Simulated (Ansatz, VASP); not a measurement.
**One calculation of Se, two programs**

```
Se
1.0
     4.50177    0.00000    0.00000
    -2.25088    3.89865    0.00000
     0.00000    0.00000    4.99235
Se
3
Direct
  0.21732 0.00000 0.33333
  0.00000 0.21732 0.66667
  0.78268 0.78268 0.00000
```

Alike in both runs: functional r2SCAN; k mesh 5 × 5 × 4; occupations fermi-dirac, width 0.035 eV; no spin polarisation.

Ansatz relaxed the structure, and its values are those at the end. VASP's run is a single point on that final structure, the one shown.

|  | VASP | Ansatz |
| --- | --- | --- |
| version | VASP 6.6.1 | Ansatz 0.2.0 |
| potentials or method | VASP PAW PBE potentials, release 64 (Se) | PAW plane waves |
| plane-wave cutoff (eV) | 520 | 500 |
| valence electrons in the cell | 18 | 48 |

VASP gave:

| Quantity | Value |
| --- | --- |
| gap on the k mesh at the Fermi level (eV) | 1.59 |
| pressure (GPa) | 0.0 |

Estimate Ansatz's values.

gap on the k mesh at the Fermi level (eV): 1.60; pressure (GPa): 0.0.

The two sets of potentials don't hold the same shells in valence. Ansatz warned: «structure_snapped_to_symmetry».

Caveats: the PAW data sets were made with another functional, which shifts forces and pressure a little (VASP); an odd mesh through Γ misses points on the zone boundary, where band edges often lie. r2SCAN opens gaps a little over a GGA but as a rule still falls short of measured ones.
